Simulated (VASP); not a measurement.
CaO in VASP 6.6.1, single-point calculation

INCAR

```
SIGMA = 0.01
LWAVE = .FALSE.
NSW = 0
ISMEAR = 0
LREAL = .FALSE.
EDIFF = 1E-7
LASPH = .TRUE.
PREC = Accurate
LCHARG = .FALSE.
ALGO = Normal
ENCUT = 520
IBRION = -1
ISIF = 2
METAGGA = MBJ
NELM = 120
NBANDS = 15
```

KPOINTS

```
KPOINTS created by Atomic Simulation Environment
0
Gamma
10 10 10
0 0 0
```

POSCAR

```
Ca O
 1.0000000000000000
     0.0000000000000000    2.3975501135538488    2.3975501135538488
     2.3975501135538488    0.0000000000000000    2.3975501135538488
     2.3975501135538488    2.3975501135538488    0.0000000000000000
 Ca  O
   1   1
Cartesian
  0.0000000000000000 -0.0000000000000000 -0.0000000000000000
  2.3975501135538488  2.3975501135538488  2.3975501135538488
```

The recommended PBE PAW datasets give the neutral cell 16 valence electrons.

Command

```
mpirun -np 1 vasp_std
```

OSZICAR

```
N       E                     dE             d eps       ncg     rms          rms(c)
DAV:   1     0.188221318856E+03    0.18822E+03   -0.81901E+03  1410   0.108E+03
DAV:   2     0.562830305620E+02   -0.13194E+03   -0.12194E+03  1767   0.288E+02
DAV:   3     0.508850938953E+02   -0.53979E+01   -0.53435E+01  1783   0.603E+01
DAV:   4     0.507561223601E+02   -0.12897E+00   -0.12875E+00  1697   0.907E+00
DAV:   5     0.507530504133E+02   -0.30719E-02   -0.30719E-02  1629   0.124E+00    0.728E+00
DAV:   6     0.504205843663E+02   -0.33247E+00   -0.15119E+01  1746   0.432E+01    0.485E+00
DAV:   7     0.501346247058E+02   -0.28596E+00   -0.17806E+00  1417   0.138E+01    0.350E+00
DAV:   8     0.513885680716E+02    0.12539E+01   -0.18065E+00  1543   0.111E+01    0.241E+00
DAV:   9     0.519823510419E+02    0.59378E+00   -0.81990E-01  1571   0.886E+00    0.470E-01
DAV:  10     0.514498804910E+02   -0.53247E+00   -0.53257E-01  1466   0.568E+00    0.913E-01
...
DAV:  55     0.524173134698E+02   -0.11996E-05   -0.63922E-12   712   0.267E-05    0.734E-06
DAV:  56     0.524173143321E+02    0.86224E-06   -0.16243E-12   726   0.116E-05    0.601E-06
DAV:  57     0.524173162303E+02    0.18982E-05   -0.12721E-12   712   0.114E-05    0.375E-06
DAV:  58     0.524173178395E+02    0.16092E-05   -0.62205E-13   726   0.106E-05    0.269E-06
DAV:  59     0.524173191880E+02    0.13485E-05   -0.14152E-12   726   0.985E-06    0.796E-07
DAV:  60     0.524173200923E+02    0.90428E-06   -0.37312E-14   726   0.616E-06    0.397E-07
DAV:  61     0.524173201944E+02    0.10215E-06   -0.21427E-12   712   0.330E-06    0.758E-07
DAV:  62     0.524173198042E+02   -0.39020E-06   -0.16019E-13   726   0.250E-06    0.116E-06
DAV:  63     0.524173197576E+02   -0.46656E-07    0.22492E-12   726   0.204E-06
   1 F= 0.52417320E+02 E0= 0.52417320E+02  d E =-.474397-168
```

Standard output (part)

```
POSCAR found type information on POSCAR CaO
 POSCAR found :  2 types and       2 ions
 LDA part: xc-table for (None), standard interpolation
 POSCAR, INCAR and KPOINTS ok, starting setup
 WAVECAR not read
 entering main loop
```

It converged. Results: gap between bands v and c on the k mesh 5.27 eV; least direct gap on the k mesh 5.57 eV. Band v is the last that the valence electrons fill when counted band by band, and c is the next.

The MBJ potential has no energy functional, so only its levels carry meaning.

For comparison, a separate r²SCAN run of the intended cell, on usual settings and not on those above, gives a gap of 4.19 eV on its mesh and a pressure of 1.1 GPa.

The run above took about 1.8 min on one core of a shared host (Intel Xeon Platinum 8488C) and held 0.18 GiB at most.
